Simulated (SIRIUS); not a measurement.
Runs of SIRIUS 7.12.0 on BAs. The structure is cubic, space group F-43m (No. 216). The conventional cell has a = 4.777 Å, b = 4.777 Å, c = 4.777 Å, α = 90.00°, β = 90.00°, γ = 90.00°. As (site symmetry -43m) has 4 B at 2.07 Å as nearest neighbours. B (site symmetry -43m) has 4 As at 2.07 Å as nearest neighbours. 

```tsv
task	level	reference energy of the basis	start of the SCF	gap on the mesh (eV)	V0 of scaled cells (Å³/atom)	B0 (GPa)
equation of state	RPBE	-	-	-	14.18	126
equation of state	PBE	-	-	-	(c)	(a)
equation of state	PBEsol	-	-	-	(b)	140
single point	PBEsol	0.29 Ha	LDA density	1.09	-	-
single point	PBE	0.29 Ha	LDA density	1.19	-	-
```

Alike in all rows: potentials or basis all-electron FP-LAPW, apw+lo standard; no spin polarisation; cell as given; k mesh 10 × 10 × 10; cutoff (eV) 228; smearing fermi-dirac 0.05 eV.

Estimate the missing entries.

(a) 132; (b) 13.55; (c) 13.90.

A k mesh can miss the band edges, and the runs leave out spin-orbit coupling on As.

Not every run made on this cell is shown here.
